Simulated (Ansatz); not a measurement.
Ta: trigonal deformation path

Computed with Ansatz 0.2.0, DFT PBE, scalar-relativistic, plane waves, PAW. Settings: plane waves to 420 eV, k-mesh 22×22×22 (Γ-centred), Gaussian smearing 0.15 eV. Spin–orbit coupling is left out, which can shift energies with elements as heavy as these. No spin polarisation. Energies are free energies at this smearing, counted from the undisturbed cell; pressure is positive in compression.

Zero of the scan (as given, not relaxed at this level; it stands at 3.2 GPa):

```
CELL_PARAMETERS angstrom
-1.65128 1.65128 1.65128
1.65128 -1.65128 1.65128
1.65128 1.65128 -1.65128
ATOMIC_POSITIONS crystal
Ta 0.00000 0.00000 0.00000
```

At fixed volume and fractional coordinates, lengths along (0.577, 0.577, 0.577) are scaled against those across it; ρ is that ratio over its starting value. The cell is metallic on the mesh throughout. At ρ = 2.000 the cell becomes cubic (Pm-3m), and there the slope of the energy vanishes by symmetry.

| ρ | ΔE (meV/atom) | pressure (GPa) |
| --- | --- | --- |
| 0.500 | 9428.3 | 186.9 |
| 0.600 | ? | ? |
| 0.710 | 1059.5 | 26.3 |
| 0.850 | ? | ? |
| 0.930 | 26.8 | 3.6 |
| 1.000 | 0.0 | 3.2 |
| 1.080 | 33.1 | 3.6 |
| 1.200 | 149.8 | 5.7 |
| 1.410 | ? | ? |
| 1.700 | 1086.8 | 21.8 |
| 2.000 | 1307.3 | 25.7 |

**Question.** Give the withheld values.

**Answer.** ΔE (meV/atom) at ρ = 0.600: 3476.4; pressure (GPa) at ρ = 0.600: 73.8; ΔE (meV/atom) at ρ = 0.850: 144.1; pressure (GPa) at ρ = 0.850: 6.4; ΔE (meV/atom) at ρ = 1.410: 524.2; pressure (GPa) at ρ = 1.410: 13.3.